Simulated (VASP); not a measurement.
Here is a VASP 6.6.1 calculation.

The input INCAR:

```
  PREC = Accurate
  ENCUT = 600
  EDIFF = 1E-7
  ISMEAR = 1
  SIGMA = 0.1
  LREAL = False
  LASPH = True
  NELM = 80
  ALGO = Fast
  ISIF = 4
  LWAVE = False
  LCHARG = False
  GGA = PS
  IBRION = 2
  NSW = 40
  EDIFFG = -0.01
```

Contents of KPOINTS:

```
Automatic mesh
0
Gamma
  15 15 11
```

File POSCAR:

```
MoP                                     
1.0
    3.2298029429     -0.0000000000      0.0000000000
   -1.6149014714      2.7970913978     -0.0000000000
   -0.0000000000      0.0000000000      3.1943012148
  Mo              P             
     1     1
Direct
     0.0000000000000000    0.0000000000000000    0.0000000000000000
     0.3333333332999970    0.6666666667000030    0.5000000000000000
```

Potentials or basis: VASP PAW PBE potentials, release 64 (Mo_sv, P).

Run with:

```console
$ cat potpaw_PBE.64/Mo_sv/POTCAR potpaw_PBE.64/P/POTCAR > POTCAR
$ mpirun -np 1 vasp_std > vasp.out
```

**Question.** Estimate the energy gained by relaxing.

**Answer.** 0.1 meV/atom.

**Question.** Predict the band gap on the k mesh.

**Answer.** None (metal or under the smearing width).

Final structure:
```xyz
2
Lattice="3.2343 0.0000 0.0000 -1.6171 2.8010 0.0000 0.0000 0.0000 3.1855" Properties=species:S:1:pos:R:3 pbc="T T T"
Mo    0.0000    0.0000    3.1855
P     0.0000    1.8673    1.5927
```
